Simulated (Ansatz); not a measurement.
# NbP: the cost of one run

Computed with Ansatz 0.2.0 (DFT PBE, scalar-relativistic, plane waves, PAW, unless a step's input says otherwise).

3 further runs of the same task are left out: 1 that didn't finish, 2 set aside as unsound or not needed.

## (1) Starting point

It takes space group I4_1md (No. 109, tetragonal). The conventional cell has a = 3.347 Å, b = 3.347 Å, c = 11.428 Å, α = 90.00°, β = 90.00°, γ = 90.00°. Nb (site symmetry 2mm) is surrounded by 6 P at 2.54 to 2.55 Å. P (site symmetry 2mm) is surrounded by 6 Nb at 2.54 to 2.55 Å.

As a file:

```cif
data_structure
_symmetry_space_group_name_H-M 'I4_1md'
_symmetry_Int_Tables_number 109
_cell_length_a 3.3470
_cell_length_b 3.3470
_cell_length_c 11.4280
_cell_angle_alpha 90.000
_cell_angle_beta 90.000
_cell_angle_gamma 90.000
_cell_volume 128.02
loop_
_atom_site_label
_atom_site_type_symbol
_atom_site_symmetry_multiplicity
_atom_site_Wyckoff_symbol
_atom_site_fract_x
_atom_site_fract_y
_atom_site_fract_z
_atom_site_occupancy
Nb1 Nb 4 a 0.50000 0.50000 0.00003 1
P1 P 4 a 0.00000 0.00000 0.08259 1
```

It goes back to an entry of the Materials Project.

It is the result of an earlier relaxation at this level (volume 16.00 Å³/atom; gap on the mesh: none (metal)).

## (2) Bands, states and charges

The input, input.yaml:

```yaml
crystal:
  lattice:
    - [-1.6735234227, 1.6735234227, 5.713982232]
    - [1.6735234227, -1.6735234227, 5.713982232]
    - [1.6735234227, 1.6735234227, -5.713982232]
  atoms:
    - { symbol: Nb, position: [0.7500346828, 0.7500346828, 0.0] }
    - { symbol: Nb, position: [0.5000346828, 1.0000346828, 0.5] }
    - { symbol: P, position: [0.3325938922, 0.3325938922, 0.0] }
    - { symbol: P, position: [0.0825938922, 0.5825938922, 0.5] }
basis:
  ecutwfc: 420
kpoints:
  mp_grid: { grid: [18, 18, 18] }
  band_path:
    path:
      - [[0.0, 0.0, 0.0], [0.0, 0.0, 0.5], [0.25, 0.25, 0.25], [0.0, 0.5, 0.0], [0.0, 0.0, 0.0], [0.5, 0.5, -0.5], [0.27144499, 0.72855501, -0.27144499]]
      - [[-0.27144499, 0.27144499, 0.27144499], [0.0, 0.0, 0.0]]
      - [[0.0, 0.0, 0.5], [-0.04288998, 0.04288998, 0.5]]
      - [[0.5, 0.5, -0.04288998], [0.5, 0.5, -0.5]]
    npoints: 14
hamiltonian:
  xc: pbe
scf:
  occupations: { method: gaussian, width: 0.1 }
  n_extra_bands: 10
output:
  forces: true
  stress: true
  eigenvalues: true
  populations: true
  dos: { projected: true, de: 0.02, nscf_kmesh: { grid: [27, 27, 27] } }
  bader: true
  write_density: true
  write_potential: true
  elf: true
  volumetric_format: npy
```

Started as:

```
$ ansatz run input.yaml --threads 1 --pin off --max-ram 2560MiB --backend cpu --events-out ev --progress --plain --runs-dir out
```

What time and memory should one allow on 1 thread of AMD EPYC (Zen 3), shared host?

About 9.8 min, with a peak of 1.6 GiB.
